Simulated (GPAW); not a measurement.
# ZnCu (Pm-3m) in GPAW: a series of runs

Aim: see how the results for ZnCu move with the level of theory and the settings. Levels: PBE+D3(BJ), vdW-DF-cx, r2SCAN. Tasks: phonons, elastic constants.

Program: GPAW 26.7.0. These are calculated values, not measurements. Logs are shortened: lines on timing, memory, paths and dates and some standing lists are left out, and cuts for length are marked. The log counts tension as positive stress, the text compression.

### 1 Starting point

The structure is cubic, space group Pm-3m (No. 221). The conventional cell has a = 2.945 Å, b = 2.945 Å, c = 2.945 Å, α = 90.00°, β = 90.00°, γ = 90.00°. Zn (site symmetry m-3m) is surrounded by 8 Cu at 2.55 Å. Around Cu (site symmetry m-3m) lie 8 Zn at 2.55 Å.

### 2 Phonons, PBE+D3(BJ)

The input, run.py:

```python
import json
import numpy as np
from ase import Atoms
from ase.calculators.mixing import SumCalculator
from ase.constraints import FixSymmetry
from ase.io import read, write
from ase.optimize import BFGS
from dftd3.ase import DFTD3
from phonopy import Phonopy
from phonopy.structure.atoms import PhonopyAtoms
from gpaw import GPAW, PW

atoms = read('ZnCu.cif')

calc = GPAW(mode=PW(600),
            xc='PBE',
            kpts={'size': (9, 9, 9), 'gamma': True},
            occupations={'name': 'fermi-dirac', 'width': 0.05},
            nbands=22,
            convergence={'density': 1e-06, 'eigenstates': 1e-09},
            maxiter=150,
            txt='gpaw.txt')
atoms.calc = SumCalculator([calc, DFTD3(method='pbe', damping='d3bj')])
atoms.set_constraint(FixSymmetry(atoms))
BFGS(atoms, trajectory='relax.traj', logfile='-').run(fmax=0.005, steps=40)
atoms.set_constraint()
energy = atoms.get_potential_energy()
forces = atoms.get_forces()
stress = atoms.get_stress()
calc.write('gs.gpw')
write('result.traj', atoms)
print('Cell:', atoms.cell.cellpar().round(4))
print(atoms.get_scaled_positions().round(5))

def force_constants(scale):
    unit = PhonopyAtoms(symbols=atoms.get_chemical_symbols(), cell=atoms.cell[:] * scale**(1 / 3),
                        scaled_positions=atoms.get_scaled_positions())
    ph = Phonopy(unit, supercell_matrix=np.diag([1, 1, 1]), primitive_matrix=np.eye(3), symprec=1e-4)
    ph.generate_displacements(distance=0.02)
    forces = []
    for i, sc in enumerate(ph.supercells_with_displacements):
        a = Atoms(sc.symbols, cell=sc.cell, scaled_positions=sc.scaled_positions, pbc=True)
        c = GPAW(mode=PW(600),
                 xc='PBE',
                 kpts={'size': (9, 9, 9), 'gamma': True},
                 occupations={'name': 'fermi-dirac', 'width': 0.05},
                 nbands=22,
                 convergence={'density': 1e-06, 'eigenstates': 1e-09},
                 maxiter=150,
                 txt=f'disp-{scale:.3f}-{i:02d}.txt')
        a.calc = SumCalculator([c, DFTD3(method='pbe', damping='d3bj')])
        f = a.get_forces()
        forces.append(f - f.mean(axis=0))
        print(f'displacement {i}: drift', f.mean(axis=0).round(5), flush=True)
    ph.forces = forces
    ph.produce_force_constants()
    ph.symmetrize_force_constants()
    return ph

qpoints = [[0.0, 0.0, 0.0]]
results = {}
for scale in [1.0]:
    ph = force_constants(scale)
    ph.run_qpoints(qpoints)
    nu = ph.qpoints.frequencies * 33.35641  # THz to cm^-1
    results[f'{scale:.3f}'] = nu.tolist()
    for qp, f in zip(qpoints, nu):
        print(scale, np.round(qp, 4), f.round(2))
json.dump(results, open('phonons.json', 'w'))
```

The input, ZnCu.cif:

```cif
data_ZnCu
_cell_length_a 2.94500000
_cell_length_b 2.94500000
_cell_length_c 2.94500000
_cell_angle_alpha 90.00000000
_cell_angle_beta 90.00000000
_cell_angle_gamma 90.00000000
_space_group_name_H-M_alt 'Pm-3m'
_space_group_name_Hall '-P 4 2 3'
_space_group_IT_number 221
loop_
_space_group_symop_operation_xyz
'x,y,z'
'-x,-y,-z'
'-y,x,z'
'y,-x,-z'
'-x,-y,z'
'x,y,-z'
'y,-x,z'
'-y,x,-z'
'x,-y,-z'
'-x,y,z'
'-y,-x,-z'
'y,x,z'
'-x,y,-z'
'x,-y,z'
'y,x,-z'
'-y,-x,z'
'z,x,y'
'-z,-x,-y'
'z,-y,x'
'-z,y,-x'
'z,-x,-y'
'-z,x,y'
'z,y,-x'
'-z,-y,x'
'-z,x,-y'
'z,-x,y'
'-z,-y,-x'
'z,y,x'
'-z,-x,y'
'z,x,-y'
'-z,y,x'
'z,-y,-x'
'y,z,x'
'-y,-z,-x'
'x,z,-y'
'-x,-z,y'
'-y,z,-x'
'y,-z,x'
'-x,z,y'
'x,-z,-y'
'-y,-z,x'
'y,z,-x'
'-x,-z,-y'
'x,z,y'
'y,-z,-x'
'-y,z,x'
'x,-z,y'
'-x,z,-y'
loop_
_atom_site_label
_atom_site_type_symbol
_atom_site_symmetry_multiplicity
_atom_site_Wyckoff_symbol
_atom_site_fract_x
_atom_site_fract_y
_atom_site_fract_z
_atom_site_occupancy
Zn1 Zn 1 b 0.5000000000 0.5000000000 0.5000000000 1
Cu1 Cu 1 a 0.0000000000 0.0000000000 0.0000000000 1
```

Potentials or basis: GPAW PAW data sets (gpaw-data 1.2.1), pw.

The run is started by

```sh
> OMP_NUM_THREADS=1 python run.py
```

gpaw.txt:

```text
__  _  _
 | _ |_)|_||  |
 |__||  | ||/\| - 26.7.0

Input parameters:
  mode=PW(ecut=600.0),
  convergence={'density': 1e-06, 'eigenstates': 1e-09},
  kpts=MonkhorstPack(size=(9, 9, 9), gamma=True),
  maxiter=150,
  nbands=22,
  occupations=Occupations(name='fermi-dirac', width=0.05),
  xc=XC(name='PBE')

Diagonalizing LCAO Hamiltonian
Converting LCAO to pw mode
   .------.
  /|      |
 * |      |
 | | Zn   |
 | .------.
 |/      /
 Cu-----*

Atoms  # Å, Bohr magnetons
|   | symbol |        x |        y |        z |    initial magnetic moments |
|---|--------|----------|----------|----------|-----------------------------|
| 0 |     Zn | 1.472500 | 1.472500 | 1.472500 | ( 0.0000,  0.0000,  0.0000) |
| 1 |     Cu | 0.000000 | 0.000000 | 0.000000 | ( 0.0000,  0.0000,  0.0000) |

Unit cell  # Å
| periodic |        x |        y |        z |  lengths |    angles |
|----------|----------|----------|----------|----------|-----------|
|      yes | 2.945000 | 0.000000 | 0.000000 | 2.945000 | 90.000000 |
|      yes | 0.000000 | 2.945000 | 0.000000 | 2.945000 | 90.000000 |
|      yes | 0.000000 | 0.000000 | 2.945000 | 2.945000 | 90.000000 |

Number of symmetries: 48
Symmetry operations  # r_c * U_cc + t_c -> r_c
|    | kind |            matrix            |
|----|------|------------------------------|
|  0 |  E   |  1, 0, 0,  0, 1, 0,  0, 0, 1 |
|  1 |  σ   |  1, 0, 0,  0, 1, 0,  0, 0,-1 |
|  2 |  σ   |  1, 0, 0,  0, 0, 1,  0, 1, 0 |
|  3 |  C4  |  1, 0, 0,  0, 0, 1,  0,-1, 0 |
|  4 |  C4  |  1, 0, 0,  0, 0,-1,  0, 1, 0 |
|  5 |  σ   |  1, 0, 0,  0, 0,-1,  0,-1, 0 |
|  6 |  σ   |  1, 0, 0,  0,-1, 0,  0, 0, 1 |
|  7 |  C2  |  1, 0, 0,  0,-1, 0,  0, 0,-1 |
|  8 |  σ   |  0, 1, 0,  1, 0, 0,  0, 0, 1 |
|  9 |  C2  |  0, 1, 0,  1, 0, 0,  0, 0,-1 |
| 10 |  C3  |  0, 1, 0,  0, 0, 1,  1, 0, 0 |
| 11 |  S6  |  0, 1, 0,  0, 0, 1, -1, 0, 0 |
| 12 |  S6  |  0, 1, 0,  0, 0,-1,  1, 0, 0 |
| 13 |  C3  |  0, 1, 0,  0, 0,-1, -1, 0, 0 |
| 14 |  C4  |  0, 1, 0, -1, 0, 0,  0, 0, 1 |
| 15 |  S4  |  0, 1, 0, -1, 0, 0,  0, 0,-1 |
| 16 |  C3  |  0, 0, 1,  1, 0, 0,  0, 1, 0 |
| 17 |  S6  |  0, 0, 1,  1, 0, 0,  0,-1, 0 |
| 18 |  σ   |  0, 0, 1,  0, 1, 0,  1, 0, 0 |
| 19 |  C4  |  0, 0, 1,  0, 1, 0, -1, 0, 0 |
| 20 |  C2  |  0, 0, 1,  0,-1, 0,  1, 0, 0 |
| 21 |  S4  |  0, 0, 1,  0,-1, 0, -1, 0, 0 |
| 22 |  S6  |  0, 0, 1, -1, 0, 0,  0, 1, 0 |
| 23 |  C3  |  0, 0, 1, -1, 0, 0,  0,-1, 0 |
| 24 |  S6  |  0, 0,-1,  1, 0, 0,  0, 1, 0 |
| 25 |  C3  |  0, 0,-1,  1, 0, 0,  0,-1, 0 |
| 26 |  C4  |  0, 0,-1,  0, 1, 0,  1, 0, 0 |
| 27 |  σ   |  0, 0,-1,  0, 1, 0, -1, 0, 0 |
| 28 |  S4  |  0, 0,-1,  0,-1, 0,  1, 0, 0 |
| 29 |  C2  |  0, 0,-1,  0,-1, 0, -1, 0, 0 |
| 30 |  C3  |  0, 0,-1, -1, 0, 0,  0, 1, 0 |
| 31 |  S6  |  0, 0,-1, -1, 0, 0,  0,-1, 0 |
| 32 |  C4  |  0,-1, 0,  1, 0, 0,  0, 0, 1 |
| 33 |  S4  |  0,-1, 0,  1, 0, 0,  0, 0,-1 |
| 34 |  S6  |  0,-1, 0,  0, 0, 1,  1, 0, 0 |
| 35 |  C3  |  0,-1, 0,  0, 0, 1, -1, 0, 0 |
| 36 |  C3  |  0,-1, 0,  0, 0,-1,  1, 0, 0 |
| 37 |  S6  |  0,-1, 0,  0, 0,-1, -1, 0, 0 |
| 38 |  σ   |  0,-1, 0, -1, 0, 0,  0, 0, 1 |
| 39 |  C2  |  0,-1, 0, -1, 0, 0,  0, 0,-1 |
| 40 |  σ   | -1, 0, 0,  0, 1, 0,  0, 0, 1 |
| 41 |  C2  | -1, 0, 0,  0, 1, 0,  0, 0,-1 |
| 42 |  C2  | -1, 0, 0,  0, 0, 1,  0, 1, 0 |
| 43 |  S4  | -1, 0, 0,  0, 0, 1,  0,-1, 0 |
| 44 |  S4  | -1, 0, 0,  0, 0,-1,  0, 1, 0 |
| 45 |  C2  | -1, 0, 0,  0, 0,-1,  0,-1, 0 |
| 46 |  C2  | -1, 0, 0,  0,-1, 0,  0, 0, 1 |
| 47 |  i   | -1, 0, 0,  0,-1, 0,  0, 0,-1 |

BZ-sampling:
  Number of BZ points: 729
  Number of IBZ points: 35

  Monkhorst-Pack size: [9, 9, 9]
  Monkhorst-Pack shift: [0, 0, 0]

K-points  # in reciprocal-cell coordinates
|     |                                coordinates |     weight |
|-----|--------------------------------------------|------------|
|   0 | (  0.00000000,   0.00000000,   0.00000000) | 0.00137174 |
|   1 | (  0.11111111,   0.00000000,   0.00000000) | 0.00823045 |
|   2 | (  0.11111111,   0.11111111,   0.00000000) | 0.01646091 |
|   3 | (  0.11111111,   0.11111111,   0.11111111) | 0.01097394 |
|   4 | (  0.22222222,   0.00000000,   0.00000000) | 0.00823045 |
|   5 | (  0.22222222,   0.11111111,   0.00000000) | 0.03292181 |
|   6 | (  0.22222222,   0.11111111,   0.11111111) | 0.03292181 |
|   7 | (  0.22222222,   0.22222222,   0.00000000) | 0.01646091 |
|   8 | (  0.22222222,   0.22222222,   0.11111111) | 0.03292181 |
|   9 | (  0.22222222,   0.22222222,   0.22222222) | 0.01097394 |
| ... |                                            |            |
|  34 | (  0.44444444,   0.44444444,   0.44444444) | 0.01097394 |

Plane wave coefficients: 870
Cutoff: 600.0 eV

Spin-components: 1 (collinear spins)
Bands:           22
Projectors:      12
Spin-degeneracy: 2
Datatype:        complex128

Parallelization:
  kpt:    1
  domain: 1
  band:   1

Density:
  Valence electrons: 23.0
  Components: 1
  Grid points: [18 18 18]
  Charge: 0.0  # |e|

Potential:
  Grid points: [18 18 18]

species:
  Zn:
    name:    Zinc
    Z:       30.0
    valence: 12
    core:    18
    charge:  0.0  # [|e|]
    compensation charges:
      type: gauss
      rc: 0.37  # [Å]
      lmax: 2
    cutoffs:
      filter: 2.14  # [Å]
      core: 2.28  # [Å]
    projectors
    | kind |    occ | energy [eV] | rcut [Å] |
    |------|--------|-------------|----------|
    |   4s |  2.000 |      -5.977 |    1.286 |
    |   4p |  0.000 |      -1.117 |    1.270 |
    |   3d | 10.000 |     -10.142 |    1.180 |
    |    s |        |      21.234 |    1.286 |
    |    p |        |      26.095 |    1.270 |
    |    d |        |      17.070 |    1.180 |

    Using partial waves for Zn as LCAO basis

  Cu:
    name:    Copper
    Z:       29.0
    valence: 11
    core:    18
    charge:  0.0  # [|e|]
    compensation charges:
      type: gauss
      rc: 0.33  # [Å]
      lmax: 2
    cutoffs:
      filter: 2.06  # [Å]
      core: 2.43  # [Å]
    projectors
    | kind |    occ | energy [eV] | rcut [Å] |
    |------|--------|-------------|----------|
    |   4s |  1.000 |      -4.609 |    1.164 |
    |   4p |  0.000 |      -0.698 |    1.164 |
    |   3d | 10.000 |      -5.039 |    1.058 |
    |    s |        |      22.603 |    1.164 |
    |    p |        |      26.513 |    1.164 |
    |    d |        |      22.172 |    1.058 |

    Using partial waves for Cu as LCAO basis

Reference energy: -93882.778494  # eV

eigensolver:
  PPCG
  Converge bands: occupied
  niter=2

density mixing:
  MSR1-Mixer
  Pratt-step length: 0.05
  Maximum mixing coefficient: 0.75
  Old densities: 10
  SVD Regularization: 0.005
  Good broyden scale: 1.0
  Trust region scale: 1.0
  Backstep threshold: 4.0
  History deletion threshold: 6.0
  Fourier metric: weight=20.0, sigma=0.015

occupation numbers:
  Fermi-Dirac:
    width: 0.0500  # eV

poisson solver:
  ecut: 4800.0  # eV

xc functional:
  name: PBE with 2 nearest neighbor stencil

convergence criteria:
- Maximum integral of absolute [dens]ity change: 1e-06 electrons / valence electron
- Maximum integral of absolute [eigenst]ate change: 1e-09 eV^2 / valence electron
- Maximum [total energy] change in last 3 cyles: 0.0005 eV / valence electron
maximum number of iterations: 150

SCF iterations
|iter     | |      energy | eigst |  dens |
|---------|-|-------------|-------|-------|
|iter:   1| |   -6.155092 | +0.07 |       |
|iter:   2| |   -5.637154 | -2.54 | -1.06 |
|iter:   3| |   -5.077519 | -1.86 | -1.17 |
|iter:   4| |   -5.046846 | -2.73 | -1.60 |
|iter:   5| |   -5.041084 | -3.39 | -1.86 |
|iter:   6| |   -5.041046c| -3.54 | -2.28 |
|iter:   7| |   -5.041081c| -5.59 | -3.44 |
|iter:   8| |   -5.041109c| -5.48 | -3.76 |
|iter:   9| |   -5.041111c| -6.94 | -4.40 |
|iter:  10| |   -5.041111c| -7.51 | -4.57 |
|iter:  11| |   -5.041111c| -9.32c| -5.39 |
|iter:  12| |   -5.041111c|-10.38c| -6.08c|

Converged in 12 steps
Energy contributions relative to reference atoms: (reference = -93882.778494)

Energy contributions:
  Kinetic:         -12.435552
  Coulomb:          11.792692
  Zero:              0.014242
  External:          0.000000
  Xc:               -4.410371
  Entropy:          -0.004244
  Spinorbit:         0.000000
  ----------------------------
  Free energy:      -5.043233
  Extrapolated:     -5.041111

dipole moment: (-6.408594, -6.408594, -6.408594)  # |e|*Ang

Fermi level: 7.936
Eigenvalues  # (at kpt = [0.000, 0.000, 0.000])
| band index |      eig [eV] | occ [0-2] |
|------------|---------------|-----------|
|          0 |        -2.471 |     2.000 |
|        ... |               |           |
|          3 |         0.755 |     2.000 |
|          4 |         0.755 |     2.000 |
|          5 |         0.755 |     2.000 |
|          6 |         4.297 |     2.000 |
|          7 |         4.297 |     2.000 |
|          8 |         5.148 |     2.000 |
[... 8 lines left out ...]
|         17 |        31.314 |     0.000 |
|         18 |        31.314 |     0.000 |
|        ... |               |           |
|         21 |        32.467 |     0.000 |

No gap
No difference between direct/indirect transitions

Forces  # eV/Ang
|       x |       y |        z |
|---------|---------|----------|
| 0.00000 | 0.00000 | -0.00000 |  # Zn   0
| 0.00000 | 0.00000 | -0.00000 |  # Cu   1

Stress tensor  # eV/Ang^3
|         x |         y |         z |
|-----------|-----------|-----------|
| -0.017837 | -0.000000 |  0.000000 |
| -0.000000 | -0.017837 |  0.000000 |
|  0.000000 |  0.000000 | -0.017837 |

# Writing to gs.gpw (mode='')
```

Wall time 70 s (1 thread of Arm Neoverse V2, shared host); peak memory 0.24 GiB.

What came out:

```yaml
Free_energy: -6.0565 eV
Pressure_after_relaxing: -3.8 GPa
Band_gap_on_the_k_mesh: none (metal or under the smearing width)
Highest_phonon_frequency_at_Γ: 203 cm⁻¹
Dispersion_energy_per_atom: -0.507 eV
```

Final structure:
```
Zn Cu
1.0
     2.94500    0.00000    0.00000
     0.00000    2.94500    0.00000
     0.00000    0.00000    2.94500
Zn Cu
1 1
Direct
  0.50000 0.50000 0.50000
  0.00000 0.00000 0.00000
```

Phonon frequencies in cm⁻¹ (negative: imaginary):
| q point | frequencies |
| --- | --- |
| (0.000, 0.000, 0.000) | 0 0 0 203 203 203 |

Caveat: the cell is more than 3 GPa from zero pressure, which shifts response properties; with this Cu data set, volumes or pressures lay over 1.5 % or 2 GPa off other programs in two to four cells of ten; pairwise dispersion overbinds metals, which lowers pressure and volume.

(Part 1 of 2 ends here.)
